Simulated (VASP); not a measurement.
Input of a VASP 6.6.1 run:

The input INCAR:

```
  ADDGRID = False
  ALGO = Normal
  EDIFF = 1E-8
  ENCUT = 900
  GGA = PE
  ISIF = 2
  ISMEAR = 0
  LASPH = True
  LCHARG = False
  LREAL = False
  LWAVE = False
  NBANDS = 33
  NELM = 100
  PREC = Accurate
  SIGMA = 0.05
```

File KPOINTS:

```
k-points
0
Gamma
  7 7 11
```

Contents of POSCAR:

```
TiO2
1.0
    4.5998373239      0.0000000000      0.0000000000
    0.0000000000      4.5998373239      0.0000000000
    0.0000000000      0.0000000000      2.9592135600
Ti O
2 4
Direct
    0.0158320000      0.0032400000      0.4722370000
    0.5214710000      0.5093840000      0.0048770000
    0.3233600000      0.3195450000      0.4593590000
    0.1957040000      0.8057180000      0.0434810000
    0.7872850000      0.2085030000     -0.0059320000
    0.6699180000      0.6742240000      0.5240680000
```

Potentials or basis: VASP PAW PBE potentials, release 64 (Ti_sv, O).

The run is started by

```sh
$ cat potpaw_PBE.64/Ti_sv/POTCAR potpaw_PBE.64/O/POTCAR > POTCAR
$ mpirun -np 1 vasp_std > vasp.out
```

Task: Estimate the largest force.

Result: 5.513 eV/Å.

Task: Estimate the pressure.

Result: 16.8 GPa.

Stress tensor (GPa, compression positive):
```
13.83 -0.60 -8.06
-0.60 15.22 -1.04
-8.06 -1.04 21.36
```
